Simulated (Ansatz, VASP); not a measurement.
This is a calculation of TlBr for Ansatz 0.2.0.

File input.yaml:

```yaml
crystal:
  lattice:
    - [3.9532877857, 0.0, 0.0]
    - [0.0, 3.9532877857, 0.0]
    - [0.0, 0.0, 3.9532877857]
  atoms:
    - { symbol: Tl, position: [0.0, 0.0, 0.0] }
    - { symbol: Br, position: [0.5, 0.5, 0.5] }
hamiltonian:
  xc: pbe
  pseudopotentials: { kind: paw }
kpoints:
  mp_grid: { grid: [7, 7, 7] }
scf:
  occupations: { method: fermi_dirac, width: 0.05 }
output:
  forces: true
  stress: true
  eigenvalues: true
```

Potentials or basis: Ansatz PAW.

Run with:

```sh
$ ansatz run input.yaml --threads 1 --pin off --max-ram 3584MiB --backend cpu --events-out ev --progress --plain --runs-dir out
```

Set up the same calculation for VASP 6.6.1. Potentials there: VASP PAW PBE potentials, release 64 (Tl_d, Br).

As run (the cutoff follows the program's own potentials):

The input INCAR:

```
SYSTEM = TlBr
  PREC = Accurate
  ENCUT = 520
  EDIFF = 1E-7
  ISMEAR = -1
  SIGMA = 0.05
  LREAL = .False.
  LASPH = .True.
  NELM = 100
  ALGO = Normal
  ISIF = 2
  LWAVE = .False.
  LCHARG = .False.
  GGA = PE
  NBANDS = 17
```

KPOINTS

```
regular mesh
0
Gamma
  7 7 7
  0 0 0
```

The input POSCAR:

```
TlBr
1.0
    3.9532877857      0.0000000000      0.0000000000
    0.0000000000      3.9532877857      0.0000000000
    0.0000000000      0.0000000000      3.9532877857
Tl Br
1 1
Direct
    0.0000000000      0.0000000000      0.0000000000
    0.5000000000      0.5000000000      0.5000000000
```

Potentials or basis: VASP PAW PBE potentials, release 64 (Tl_d, Br).

Command:

```bash
$ cat potpaw_PBE.64/Tl_d/POTCAR potpaw_PBE.64/Br/POTCAR > POTCAR
$ mpirun -np 1 vasp_std > vasp.out
```

Both were run:

|  | VASP | Ansatz | Ansatz less VASP |
| --- | --- | --- | --- |
| gap on the k mesh at the Fermi level (eV) | 2.27 | 2.26 | -0.005 |
| least direct gap on the mesh (eV) | 2.27 | 2.26 | -0.005 |
| pressure (GPa) | 1.7 | 1.8 | +0.04 |

With one functional, cell and mesh, what is left measures potentials, basis and numerics.

Caveats: spin-orbit coupling is left out, which as a rule narrows the gap of such compounds by several tenths of an eV; an odd mesh through Γ misses points on the zone boundary, where band edges often lie (VASP); odd divisions of the mesh miss points on the zone boundary, where band edges often lie, so the gap on the mesh can be too wide (Ansatz).
